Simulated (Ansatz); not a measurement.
MgB2:

```
CELL_PARAMETERS angstrom
3.08500 0.00000 0.00000
-1.54250 2.67169 0.00000
0.00000 0.00000 3.52300
ATOMIC_POSITIONS crystal
Mg 0.00000 0.00000 0.00000
B 0.66667 0.33333 0.50000
B 0.33333 0.66667 0.50000
```

```yaml
Program: Ansatz 0.2.0
Task: single point
Functional: PBE
Potentials_or_basis: Ansatz PAW
Cutoff: "420 eV (not typed: the program's choice for these potentials)"
k_mesh: 10 × 10 × 8
Occupations: fermi-dirac, width 0.05 eV
Spin: no spin polarisation
```

On this cell: pressure -0.9 GPa; largest force under 0.003 eV/Å; band gap on the k mesh none (metal or under the smearing width).

The same run follows on a disturbed copy (atoms moved at random, drawn with an rms of 0.05 Å):

```
CELL_PARAMETERS angstrom
3.08500 0.00000 0.00000
-1.54250 2.67169 0.00000
0.00000 0.00000 3.52300
ATOMIC_POSITIONS crystal
Mg 0.01959 0.99359 0.99020
B 0.66441 0.32161 0.49171
B 0.33637 0.66639 0.50926
```

Problem. What does the disturbed cell give?

Solution. The energy (extrapolated to zero smearing) moves by +10.9 meV/atom; pressure -0.6 GPa; largest force 0.737 eV/Å; band gap on the k mesh none (metal or under the smearing width).

Forces in eV/Å, atoms in the order of the input:
```
Mg  -0.283  0.006  0.238
B    0.135  0.149  0.467
B    0.148 -0.156 -0.705
```

Stress tensor (GPa, compression positive):
```
-1.20 -0.01 -0.30
-0.01 -0.33  0.10
-0.30  0.10 -0.35
```
